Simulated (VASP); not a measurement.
## Si2W under changes of volume

One of the cells (13.260 Å³/atom); the others are scaled copies at fixed shape and fractional positions:

```xyz
3
Lattice="-1.5972 1.5972 3.8983 1.5972 -1.5972 3.8983 1.5972 1.5972 -3.8983" Properties=species:S:1:pos:R:3 pbc="T T T"
W     0.0000    0.0000    0.0000
Si    0.0000    0.0000    5.1914
Si    1.5972    1.5972   -1.2931
```

- Program: VASP 6.6.1
- Functional: PBE
- Dispersion: D3(BJ)
- Potentials or basis: VASP PAW PBE potentials, release 64 (W_sv, Si)
- Cutoff: 520 eV
- k mesh: 10 × 10 × 10
- Occupations: fermi-dirac, width 0.05 eV
- Spin: no spin polarisation

```tsv
volume (Å³/atom)	energy over the lowest point (meV/atom)	pressure (GPa)	largest force (eV/Å)
12.729	17.08	10.6	0.110
12.995	4.15	5.0	0.052
13.260	0.00	0.0	0.003
13.525	?	?	?
13.790	14.61	-8.6	0.103
```

**Question.** What does the run at 13.525 Å³/atom give?

**Answer.** Energy over the lowest point 3.76 meV/atom; pressure -4.5 GPa; largest force 0.055 eV/Å.

Worked out: A Birch-Murnaghan fit of order 2 (a polynomial in V^(-2/3)) to the other rows has its minimum at 13.26 Å³/atom with B0 = V·E''(V) = 238 GPa at fixed shape and positions, which overstates the stiffness. It gives 3.74 meV/atom at 13.525 Å³/atom, against the run's 3.76, and -dE/dV = -4.5 GPa, against -4.5.

Energies are extrapolated to zero smearing.

Caveats: pairwise dispersion overbinds metals, which lowers pressure and volume.
